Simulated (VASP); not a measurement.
# C (C2/m) in VASP: a series of runs, part 3 of 9

VASP 6.6.1.

### Step 12. Equation of state, PBEsol, 9.43 Å³/atom

Contents of INCAR:

```
PREC = Accurate
ENCUT = 400
EDIFF = 1E-6
ISMEAR = 0
SIGMA = 0.05
LREAL = F
LASPH = T
NELM = 100
ALGO = Normal
ISIF = 2
LWAVE = F
LCHARG = F
GGA = PS
ADDGRID = F
```

Contents of KPOINTS:

```
regular mesh
0
Gamma
  3 3 2
```

Contents of POSCAR:

```
C
1.0
    2.1483842544     -1.2404444432      0.0000000000
    2.1483842544      1.2404444432      0.0000000000
   -1.3927246737      0.0000000000      3.5375138202
C
2
Direct
    0.1666444700      0.1666444700      0.9999069600
    0.8333555300      0.8333555300      0.0000930400
```

Potentials or basis: VASP PAW PBE potentials, release 64 (C).

Run with:

```bash
$ cat potpaw_PBE.64/C/POTCAR > POTCAR
$ mpirun -np 1 vasp_std > vasp.out
```

It took 6.7 s on 1 thread of Intel Xeon Platinum 8488C (Sapphire Rapids), shared host; peak memory 0.11 GiB.

The run converged, but some of its settings lie outside the range that counts as converged, so its numbers aren't taken as properties of the crystal.

Results:

```yaml
Free_energy: -18.8210 eV
Largest_force: 0.243 eV/Å
Band_gap_on_the_k_mesh: 0.46 eV, indirect (least direct gap 0.48 eV)
```

Caveat: the k mesh is coarse (spacing up to 0.99 Å⁻¹), so the values aren't converged; the cutoff is under 1.25 times the usual one of these potentials, so pressure, stress and relaxed cells hold a basis-set (Pulay) error; the PAW data sets were made with another functional, which shifts forces and pressure a little; an odd mesh through Γ misses points on the zone boundary, where band edges often lie; this functional lacks dispersion, which binds the layers, so the pressure and a relaxed spacing across them are unreliable.

### Step 13. Equation of state, PBEsol, 8.88 Å³/atom

INCAR, as its differences from that of step 12:

```diff
@@ -1,3 +1,3 @@
 PREC = Accurate
-ENCUT = 400
+ENCUT = 460
 EDIFF = 1E-6
```

KPOINTS is that of step 12.

Contents of POSCAR:

```
C
1.0
    2.1058307541     -1.2158746984      0.0000000000
    2.1058307541      1.2158746984      0.0000000000
   -1.3651386822      0.0000000000      3.4674455374
C
2
Direct
    0.1666444700      0.1666444700      0.9999069600
    0.8333555300      0.8333555300      0.0000930400
```

Run with:

```bash
$ cat potpaw_PBE.64/C/POTCAR > POTCAR
$ mpirun -np 1 vasp_std > vasp.out
```

Wall time 8 s (1 thread of Intel Xeon Platinum 8488C (Sapphire Rapids), shared host); peak memory 0.11 GiB.

These settings aren't checked as converged: the numbers below hold their error.

What came out:

```
Free energy            : -18.7901 eV
Pressure               : 11.6 GPa
Largest force          : 0.272 eV/Å
Band gap on the k mesh : 0.51 eV, indirect (least direct gap 0.53 eV)
```

Caveat: the k mesh is coarse (spacing up to 1.01 Å⁻¹), so the values aren't converged; the cutoff is under 1.25 times the usual one of these potentials, so pressure, stress and relaxed cells hold a basis-set (Pulay) error; the PAW data sets were made with another functional, which shifts forces and pressure a little; an odd mesh through Γ misses points on the zone boundary, where band edges often lie; this functional lacks dispersion, which binds the layers, so the pressure and a relaxed spacing across them are unreliable.

### Step 14. Equation of state, PBEsol, 9.43 Å³/atom

INCAR is that of step 13.

KPOINTS is that of step 13.

Contents of POSCAR:

```
C
1.0
    2.1483842544     -1.2404444432      0.0000000000
    2.1483842544      1.2404444432      0.0000000000
   -1.3927246737      0.0000000000      3.5375138202
C
2
Direct
    0.1666444700      0.1666444700      0.9999069600
    0.8333555300      0.8333555300      0.0000930400
```

Run with:

```bash
$ cat potpaw_PBE.64/C/POTCAR > POTCAR
$ mpirun -np 1 vasp_std > vasp.out
```

Run time: 7.7 s. Hardware: 1 thread of Intel Xeon Platinum 8488C (Sapphire Rapids), shared host; peak memory 0.11 GiB.

The run converged, but some of its settings lie outside the range that counts as converged, so its numbers aren't taken as properties of the crystal.

Results:

```
Free energy            : -18.8127 eV
Pressure               : -5.0 GPa
Largest force          : 0.244 eV/Å
Band gap on the k mesh : 0.46 eV, indirect (least direct gap 0.48 eV)
```

Caveat: the k mesh is coarse (spacing up to 0.99 Å⁻¹), so the values aren't converged; the cutoff is under 1.25 times the usual one of these potentials, so pressure, stress and relaxed cells hold a basis-set (Pulay) error; the PAW data sets were made with another functional, which shifts forces and pressure a little; an odd mesh through Γ misses points on the zone boundary, where band edges often lie; this functional lacks dispersion, which binds the layers, so the pressure and a relaxed spacing across them are unreliable.

### Step 15. Equation of state, PBEsol, 8.88 Å³/atom

INCAR, as its differences from that of step 14:

```diff
@@ -1,3 +1,3 @@
 PREC = Accurate
-ENCUT = 460
+ENCUT = 520
 EDIFF = 1E-6
```

KPOINTS is that of step 14.

Contents of POSCAR:

```
C
1.0
    2.1058307541     -1.2158746984      0.0000000000
    2.1058307541      1.2158746984      0.0000000000
   -1.3651386822      0.0000000000      3.4674455374
C
2
Direct
    0.1666444700      0.1666444700      0.9999069600
    0.8333555300      0.8333555300      0.0000930400
```

Potentials or basis: VASP PAW PBE potentials, release 64 (C).

Run with:

```bash
$ cat potpaw_PBE.64/C/POTCAR > POTCAR
$ mpirun -np 1 vasp_std > vasp.out
```

It took 7.2 s on 1 thread of Intel Xeon Platinum 8488C (Sapphire Rapids), shared host; peak memory 0.11 GiB.

These settings aren't checked as converged: the numbers below hold their error.

What came out:

```
Free energy            : -18.7869 eV
Pressure               : 11.8 GPa
Largest force          : 0.272 eV/Å
Band gap on the k mesh : 0.51 eV, indirect (least direct gap 0.53 eV)
```

Caveat: the k mesh is coarse (spacing up to 1.01 Å⁻¹), so the values aren't converged; the PAW data sets were made with another functional, which shifts forces and pressure a little; an odd mesh through Γ misses points on the zone boundary, where band edges often lie; this functional lacks dispersion, which binds the layers, so the pressure and a relaxed spacing across them are unreliable.

### Step 16. Equation of state, PBEsol, 9.43 Å³/atom

INCAR is that of step 15.

KPOINTS is that of step 15.

Contents of POSCAR:

```
C
1.0
    2.1483842544     -1.2404444432      0.0000000000
    2.1483842544      1.2404444432      0.0000000000
   -1.3927246737      0.0000000000      3.5375138202
C
2
Direct
    0.1666444700      0.1666444700      0.9999069600
    0.8333555300      0.8333555300      0.0000930400
```

Run with:

```bash
$ cat potpaw_PBE.64/C/POTCAR > POTCAR
$ mpirun -np 1 vasp_std > vasp.out
```

Wall time 4.4 s (1 thread of Intel Xeon Platinum 8488C (Sapphire Rapids), shared host); peak memory 0.11 GiB.

The run converged, but some of its settings lie outside the range that counts as converged, so its numbers aren't taken as properties of the crystal.

Results:

| Property | Result |
| --- | --- |
| Free energy | -18.8093 eV |
| Pressure | -4.8 GPa |
| Largest force | 0.242 eV/Å |
| Band gap on the k mesh | 0.46 eV, indirect (least direct gap 0.48 eV) |

Caveat: the k mesh is coarse (spacing up to 0.99 Å⁻¹), so the values aren't converged; the PAW data sets were made with another functional, which shifts forces and pressure a little; an odd mesh through Γ misses points on the zone boundary, where band edges often lie; this functional lacks dispersion, which binds the layers, so the pressure and a relaxed spacing across them are unreliable.

### Step 17. Equation of state, PBEsol, 8.88 Å³/atom

INCAR, as its differences from that of step 16:

```diff
@@ -1,3 +1,3 @@
 PREC = Accurate
-ENCUT = 520
+ENCUT = 650
 EDIFF = 1E-6
```

KPOINTS is that of step 16.

Contents of POSCAR:

```
C
1.0
    2.1058307541     -1.2158746984      0.0000000000
    2.1058307541      1.2158746984      0.0000000000
   -1.3651386822      0.0000000000      3.4674455374
C
2
Direct
    0.1666444700      0.1666444700      0.9999069600
    0.8333555300      0.8333555300      0.0000930400
```

Run with:

```bash
$ cat potpaw_PBE.64/C/POTCAR > POTCAR
$ mpirun -np 1 vasp_std > vasp.out
```

Run time: 5.1 s. Hardware: 1 thread of Intel Xeon Platinum 8488C (Sapphire Rapids), shared host; peak memory 0.12 GiB.

These settings aren't checked as converged: the numbers below hold their error.

What came out:

```
Free energy            : -18.7962 eV
Pressure               : 11.3 GPa
Largest force          : 0.272 eV/Å
Band gap on the k mesh : 0.51 eV, indirect (least direct gap 0.53 eV)
```

Caveat: the k mesh is coarse (spacing up to 1.01 Å⁻¹), so the values aren't converged; the PAW data sets were made with another functional, which shifts forces and pressure a little; an odd mesh through Γ misses points on the zone boundary, where band edges often lie; this functional lacks dispersion, which binds the layers, so the pressure and a relaxed spacing across them are unreliable.

### Step 18. Equation of state, PBEsol, 9.43 Å³/atom

INCAR is that of step 17.

KPOINTS is that of step 17.

Contents of POSCAR:

```
C
1.0
    2.1483842544     -1.2404444432      0.0000000000
    2.1483842544      1.2404444432      0.0000000000
   -1.3927246737      0.0000000000      3.5375138202
C
2
Direct
    0.1666444700      0.1666444700      0.9999069600
    0.8333555300      0.8333555300      0.0000930400
```

Potentials or basis: VASP PAW PBE potentials, release 64 (C).

Run with:

```bash
$ cat potpaw_PBE.64/C/POTCAR > POTCAR
$ mpirun -np 1 vasp_std > vasp.out
```

It took 7.9 s on 1 thread of Intel Xeon Platinum 8488C (Sapphire Rapids), shared host; peak memory 0.13 GiB.

These settings aren't checked as converged: the numbers below hold their error.

Results:

| Property | Result |
| --- | --- |
| Free energy | -18.8181 eV |
| Pressure | -5.3 GPa |
| Largest force | 0.243 eV/Å |
| Band gap on the k mesh | 0.46 eV, indirect (least direct gap 0.48 eV) |

Caveat: the k mesh is coarse (spacing up to 0.99 Å⁻¹), so the values aren't converged; the PAW data sets were made with another functional, which shifts forces and pressure a little; an odd mesh through Γ misses points on the zone boundary, where band edges often lie; this functional lacks dispersion, which binds the layers, so the pressure and a relaxed spacing across them are unreliable.

### Step 19. Equation of state, PBEsol, 8.88 Å³/atom

INCAR, as its differences from that of step 18:

```diff
@@ -1,3 +1,3 @@
 PREC = Accurate
-ENCUT = 650
+ENCUT = 280
 EDIFF = 1E-6
```

Contents of KPOINTS:

```
regular mesh
0
Gamma
  5 5 3
```

Contents of POSCAR:

```
C
1.0
    2.1058307541     -1.2158746984      0.0000000000
    2.1058307541      1.2158746984      0.0000000000
   -1.3651386822      0.0000000000      3.4674455374
C
2
Direct
    0.1666444700      0.1666444700      0.9999069600
    0.8333555300      0.8333555300      0.0000930400
```

Run with:

```bash
$ cat potpaw_PBE.64/C/POTCAR > POTCAR
$ mpirun -np 1 vasp_std > vasp.out
```

It took 7.1 s on 1 thread of Intel Xeon Platinum 8488C (Sapphire Rapids), shared host; peak memory 0.1 GiB.

The run converged, but a check on its numbers failed (symmetry, net force, bounds or a known fault of this set-up), so they aren't taken as properties of the crystal.

Caveat: the k mesh is coarse (spacing up to 0.61 Å⁻¹), so the values aren't converged; the cutoff lies under the usual one of these potentials, so the numbers hold a large basis-set error; the PAW data sets were made with another functional, which shifts forces and pressure a little; an odd mesh through Γ misses points on the zone boundary, where band edges often lie; this functional lacks dispersion, which binds the layers, so the pressure and a relaxed spacing across them are unreliable.

### Step 20. Equation of state, PBEsol, 9.43 Å³/atom

INCAR is that of step 19.

KPOINTS is that of step 19.

Contents of POSCAR:

```
C
1.0
    2.1483842544     -1.2404444432      0.0000000000
    2.1483842544      1.2404444432      0.0000000000
   -1.3927246737      0.0000000000      3.5375138202
C
2
Direct
    0.1666444700      0.1666444700      0.9999069600
    0.8333555300      0.8333555300      0.0000930400
```

Run with:

```bash
$ cat potpaw_PBE.64/C/POTCAR > POTCAR
$ mpirun -np 1 vasp_std > vasp.out
```

Wall time 6.5 s (1 thread of Intel Xeon Platinum 8488C (Sapphire Rapids), shared host); peak memory 0.1 GiB.

The run converged, but a check on its numbers failed (symmetry, net force, bounds or a known fault of this set-up), so they aren't taken as properties of the crystal.

Caveat: the k mesh is coarse (spacing up to 0.60 Å⁻¹), so the values aren't converged; the cutoff lies under the usual one of these potentials, so the numbers hold a large basis-set error; the PAW data sets were made with another functional, which shifts forces and pressure a little; an odd mesh through Γ misses points on the zone boundary, where band edges often lie; this functional lacks dispersion, which binds the layers, so the pressure and a relaxed spacing across them are unreliable.

### Step 21. Equation of state, PBEsol, 8.88 Å³/atom

INCAR, as its differences from that of step 20:

```diff
@@ -1,3 +1,3 @@
 PREC = Accurate
-ENCUT = 280
+ENCUT = 340
 EDIFF = 1E-6
```

KPOINTS is that of step 20.

Contents of POSCAR:

```
C
1.0
    2.1058307541     -1.2158746984      0.0000000000
    2.1058307541      1.2158746984      0.0000000000
   -1.3651386822      0.0000000000      3.4674455374
C
2
Direct
    0.1666444700      0.1666444700      0.9999069600
    0.8333555300      0.8333555300      0.0000930400
```

Potentials or basis: VASP PAW PBE potentials, release 64 (C).

Run with:

```bash
$ cat potpaw_PBE.64/C/POTCAR > POTCAR
$ mpirun -np 1 vasp_std > vasp.out
```

Wall time 7.1 s (1 thread of Intel Xeon Platinum 8488C (Sapphire Rapids), shared host); peak memory 0.1 GiB.

The run converged, but a check on its numbers failed (symmetry, net force, bounds or a known fault of this set-up), so they aren't taken as properties of the crystal.

Caveat: the k mesh is coarse (spacing up to 0.61 Å⁻¹), so the values aren't converged; the cutoff lies under the usual one of these potentials, so the numbers hold a large basis-set error; the PAW data sets were made with another functional, which shifts forces and pressure a little; an odd mesh through Γ misses points on the zone boundary, where band edges often lie; this functional lacks dispersion, which binds the layers, so the pressure and a relaxed spacing across them are unreliable.

### Step 22. Equation of state, PBEsol, 9.43 Å³/atom

INCAR is that of step 21.

KPOINTS is that of step 21.

Contents of POSCAR:

```
C
1.0
    2.1483842544     -1.2404444432      0.0000000000
    2.1483842544      1.2404444432      0.0000000000
   -1.3927246737      0.0000000000      3.5375138202
C
2
Direct
    0.1666444700      0.1666444700      0.9999069600
    0.8333555300      0.8333555300      0.0000930400
```

Run with:

```bash
$ cat potpaw_PBE.64/C/POTCAR > POTCAR
$ mpirun -np 1 vasp_std > vasp.out
```

Run time: 7 s. Hardware: 1 thread of Intel Xeon Platinum 8488C (Sapphire Rapids), shared host; peak memory 0.11 GiB.

The run converged, but a check on its numbers failed (symmetry, net force, bounds or a known fault of this set-up), so they aren't taken as properties of the crystal.

Caveat: the k mesh is coarse (spacing up to 0.60 Å⁻¹), so the values aren't converged; the cutoff lies under the usual one of these potentials, so the numbers hold a large basis-set error; the PAW data sets were made with another functional, which shifts forces and pressure a little; an odd mesh through Γ misses points on the zone boundary, where band edges often lie; this functional lacks dispersion, which binds the layers, so the pressure and a relaxed spacing across them are unreliable.

### Step 23. Equation of state, PBEsol, 8.88 Å³/atom

INCAR, as its differences from that of step 22:

```diff
@@ -1,3 +1,3 @@
 PREC = Accurate
-ENCUT = 340
+ENCUT = 400
 EDIFF = 1E-6
```

KPOINTS is that of step 22.

Contents of POSCAR:

```
C
1.0
    2.1058307541     -1.2158746984      0.0000000000
    2.1058307541      1.2158746984      0.0000000000
   -1.3651386822      0.0000000000      3.4674455374
C
2
Direct
    0.1666444700      0.1666444700      0.9999069600
    0.8333555300      0.8333555300      0.0000930400
```

Run with:

```bash
$ cat potpaw_PBE.64/C/POTCAR > POTCAR
$ mpirun -np 1 vasp_std > vasp.out
```

Run time: 7.3 s. Hardware: 1 thread of Intel Xeon Platinum 8488C (Sapphire Rapids), shared host; peak memory 0.1 GiB.

The run converged, but some of its settings lie outside the range that counts as converged, so its numbers aren't taken as properties of the crystal.

Results:

- Free energy: -19.2624 eV
- Largest force: 0.005 eV/Å
- Band gap on the k mesh: 2.54 eV, indirect (least direct gap 2.77 eV)

Caveat: the k mesh is coarse (spacing up to 0.61 Å⁻¹), so the values aren't converged; the cutoff is under 1.25 times the usual one of these potentials, so pressure, stress and relaxed cells hold a basis-set (Pulay) error; the PAW data sets were made with another functional, which shifts forces and pressure a little; an odd mesh through Γ misses points on the zone boundary, where band edges often lie; this functional lacks dispersion, which binds the layers, so the pressure and a relaxed spacing across them are unreliable.

### Step 24. Equation of state, PBEsol, 9.43 Å³/atom

INCAR is that of step 23.

KPOINTS is that of step 23.

Contents of POSCAR:

```
C
1.0
    2.1483842544     -1.2404444432      0.0000000000
    2.1483842544      1.2404444432      0.0000000000
   -1.3927246737      0.0000000000      3.5375138202
C
2
Direct
    0.1666444700      0.1666444700      0.9999069600
    0.8333555300      0.8333555300      0.0000930400
```

Potentials or basis: VASP PAW PBE potentials, release 64 (C).

Run with:

```bash
$ cat potpaw_PBE.64/C/POTCAR > POTCAR
$ mpirun -np 1 vasp_std > vasp.out
```

It took 7.4 s on 1 thread of Intel Xeon Platinum 8488C (Sapphire Rapids), shared host; peak memory 0.11 GiB.

The run converged, but some of its settings lie outside the range that counts as converged, so its numbers aren't taken as properties of the crystal.

What came out:

```
Free energy            : -19.2747 eV
Largest force          : 0.004 eV/Å
Band gap on the k mesh : 2.46 eV, indirect (least direct gap 2.65 eV)
```

Caveat: the k mesh is coarse (spacing up to 0.60 Å⁻¹), so the values aren't converged; the cutoff is under 1.25 times the usual one of these potentials, so pressure, stress and relaxed cells hold a basis-set (Pulay) error; the PAW data sets were made with another functional, which shifts forces and pressure a little; an odd mesh through Γ misses points on the zone boundary, where band edges often lie; this functional lacks dispersion, which binds the layers, so the pressure and a relaxed spacing across them are unreliable.

### Step 25. Equation of state, PBEsol, 8.88 Å³/atom

INCAR, as its differences from that of step 24:

```diff
@@ -1,3 +1,3 @@
 PREC = Accurate
-ENCUT = 400
+ENCUT = 280
 EDIFF = 1E-6
```

Contents of KPOINTS:

```
regular mesh
0
Gamma
  6 6 4
```

Contents of POSCAR:

```
C
1.0
    2.1058307541     -1.2158746984      0.0000000000
    2.1058307541      1.2158746984      0.0000000000
   -1.3651386822      0.0000000000      3.4674455374
C
2
Direct
    0.1666444700      0.1666444700      0.9999069600
    0.8333555300      0.8333555300      0.0000930400
```

Run with:

```bash
$ cat potpaw_PBE.64/C/POTCAR > POTCAR
$ mpirun -np 1 vasp_std > vasp.out
```

Wall time 8 s (1 thread of Intel Xeon Platinum 8488C (Sapphire Rapids), shared host); peak memory 0.1 GiB.

The run converged, but a check on its numbers failed (symmetry, net force, bounds or a known fault of this set-up), so they aren't taken as properties of the crystal.

Caveat: the k mesh is coarse (spacing up to 0.51 Å⁻¹), so the values aren't converged; the cutoff lies under the usual one of these potentials, so the numbers hold a large basis-set error; the PAW data sets were made with another functional, which shifts forces and pressure a little; this functional lacks dispersion, which binds the layers, so the pressure and a relaxed spacing across them are unreliable.

### Step 26. Equation of state, PBEsol, 9.43 Å³/atom

INCAR is that of step 25.

KPOINTS is that of step 25.

Contents of POSCAR:

```
C
1.0
    2.1483842544     -1.2404444432      0.0000000000
    2.1483842544      1.2404444432      0.0000000000
   -1.3927246737      0.0000000000      3.5375138202
C
2
Direct
    0.1666444700      0.1666444700      0.9999069600
    0.8333555300      0.8333555300      0.0000930400
```

Run with:

```bash
$ cat potpaw_PBE.64/C/POTCAR > POTCAR
$ mpirun -np 1 vasp_std > vasp.out
```

It took 6.7 s on 1 thread of Intel Xeon Platinum 8488C (Sapphire Rapids), shared host; peak memory 0.1 GiB.

The run converged, but a check on its numbers failed (symmetry, net force, bounds or a known fault of this set-up), so they aren't taken as properties of the crystal.

Caveat: the k mesh is coarse (spacing up to 0.50 Å⁻¹), so the values aren't converged; the cutoff lies under the usual one of these potentials, so the numbers hold a large basis-set error; the PAW data sets were made with another functional, which shifts forces and pressure a little; this functional lacks dispersion, which binds the layers, so the pressure and a relaxed spacing across them are unreliable.

(Part 3 of 9 ends here.)
